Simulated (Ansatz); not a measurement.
CuO: band structure with PBEsol

Crystal: CuO.

```
CELL_PARAMETERS angstrom
4.16094 0.00000 0.00000
0.00000 4.16094 0.00000
0.00000 0.00000 3.88764
ATOMIC_POSITIONS crystal
Cu 0.50000 0.00000 0.50000
Cu 0.00000 0.50000 0.50000
Cu 0.00000 0.00000 0.00000
O 0.00000 0.00000 0.50000
O 0.50000 0.00000 0.00000
O 0.00000 0.50000 0.00000
```

Measurements of this composition are mostly on another form, of space group No. 15.

```
Program                             : Ansatz 0.2.0
Task                                : band structure
Functional                          : PBEsol
Potentials or basis                 : Ansatz PAW
Cutoff                              : 420 eV (not typed: the program's choice for these potentials)
k mesh                              : 7 × 7 × 7
Occupations                         : fermi-dirac, width 0.05 eV
Spin                                : no spin polarisation
Path                                : [["G", "X", "M", "G", "Z", "R", "A", "Z"], ["X", "R"], ["M", "A"]]
Points for each segment of the path : 14
```

* Pressure: -5.5 GPa
* Band gap on the k mesh: none (metal or under the smearing width)

Stress tensor (GPa, compression positive):
```
-4.18  0.00  0.00
 0.00 -4.18  0.00
 0.00  0.00 -8.16
```

Levels at the corners of the path, in eV from the Fermi level:
```
point  band 35  band 36  band 37  band 38  band 39  band 40  band 41  band 42
    Γ    -1.51    -1.48    -1.48    -1.48    -1.39     1.22     5.94     7.43
    X    -1.55    -1.51    -0.99    -0.74    -0.66     3.74     3.90     8.37
    M    -1.39    -0.77    -0.48    -0.48     0.95     3.52     6.18     6.18
    Γ    -1.51    -1.48    -1.48    -1.48    -1.39     1.22     5.94     7.43
    Z    -1.14    -0.77    -0.18    -0.18     0.00     5.04     6.63     7.57
    R    -0.85    -0.45    -0.08     1.17     1.23     4.58     6.41     7.45
    A     0.17     1.21     1.21     1.28     1.28     1.80     6.80     8.14
    Z    -1.14    -0.77    -0.18    -0.18     0.00     5.04     6.63     7.57
    X    -1.55    -1.51    -0.99    -0.74    -0.66     3.74     3.90     8.37
    R    -0.85    -0.45    -0.08     1.17     1.23     4.58     6.41     7.45
    M    -1.39    -0.77    -0.48    -0.48     0.95     3.52     6.18     6.18
    A     0.17     1.21     1.21     1.28     1.28     1.80     6.80     8.14
```

It took 14 s on 2 threads of Arm Neoverse V2, with other jobs on the host, peak memory 0.46 GiB.

Caveat: the pressure holds a Pulay correction of +0.7 GPa for the finite cutoff; an odd number of electrons without spin polarisation forces a metal; a magnetic or distorted state may lie lower; the run has no spin polarisation, though such a crystal can be magnetic; semilocal functionals often make such compounds metallic where correlation or magnetic order opens a gap, which also shifts bond lengths; the PAW data sets come from PBE, with cores solved anew for the run's functional, which leaves a small shift of forces and pressure. With open d or f shells a metallic result of PBEsol can be an artefact of self-interaction; +U or a hybrid may open a gap.
